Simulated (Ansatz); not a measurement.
Input of an Ansatz 0.2.0 run:

File input.yaml:

```yaml
crystal:
  lattice:
    - [3.095, 0.0, 0.0]
    - [-1.5475, 2.6803486247, 0.0]
    - [0.0, 0.0, 15.17]
  atoms:
    - { symbol: Si, position: [0.6666666667, 0.3333333333, 0.4583] }
    - { symbol: Si, position: [0.3333333333, 0.6666666667, 0.9583] }
    - { symbol: Si, position: [0.6666666667, 0.3333333333, 0.7917] }
    - { symbol: Si, position: [0.3333333333, 0.6666666667, 0.2917] }
    - { symbol: Si, position: [0.0, 0.0, 0.625] }
    - { symbol: Si, position: [0.0, 0.0, 0.125] }
    - { symbol: C, position: [0.6666666667, 0.3333333333, 0.3333] }
    - { symbol: C, position: [0.3333333333, 0.6666666667, 0.8333] }
    - { symbol: C, position: [0.6666666667, 0.3333333333, 0.6667] }
    - { symbol: C, position: [0.3333333333, 0.6666666667, 0.1667] }
    - { symbol: C, position: [0.0, 0.0, 0.5] }
    - { symbol: C, position: [0.0, 0.0, 0.0] }
hamiltonian:
  xc: pbesol
  pseudopotentials: { kind: paw }
  dispersion: d4
kpoints:
  mp_grid: { grid: [10, 10, 2] }
scf:
  occupations: { method: fermi_dirac, width: 0.05 }
output:
  forces: true
  stress: true
  write_density: true
  write_potential: true
  elf: true
  volumetric_format: npy
relax:
  f_tol: 0.01
  max_steps: 40
  cell: { stress_tol: 0.05 }
```

Potentials or basis: Ansatz PAW.

Launch:

```console
$ ansatz run input.yaml --threads 2 --pin off --max-ram 5120MiB --backend cpu --events-out ev --progress --plain --runs-dir out
```

What does it give for the relaxed volume?

10.22 Å³/atom.

Predict the relaxed cell.

a = 3.068 Å, b = 3.068 Å, c = 15.051 Å, α = 90.00°, β = 90.00°, γ = 120.00°.

Predict the band gap on the k mesh.

1.92 eV, indirect (least direct gap 3.03 eV).

Final structure:
```xyz
12
Lattice="3.0676 0.0000 0.0000 -1.5338 2.6566 0.0000 0.0000 0.0000 15.0509" Properties=species:S:1:pos:R:3 pbc="T T T"
Si    1.5338    0.8855    6.8981
Si    0.0000    1.7711   14.4235
Si    1.5338    0.8855   11.9176
Si    0.0000    1.7711    4.3922
Si    0.0000    0.0000    9.4072
Si    0.0000    0.0000    1.8818
C     1.5338    0.8855    5.0168
C     0.0000    1.7711   12.5422
C     1.5338    0.8855   10.0363
C     0.0000    1.7711    2.5108
C     0.0000    0.0000    7.5207
C     0.0000    0.0000   -0.0047
```

Caveat: the plane-wave basis is chosen anew once the cell has moved, so the energies of steps on either side of that aren't comparable; the PAW data sets come from PBE, with cores solved anew for the run's functional, which leaves a small shift of forces and pressure. A k mesh can miss the band edges.
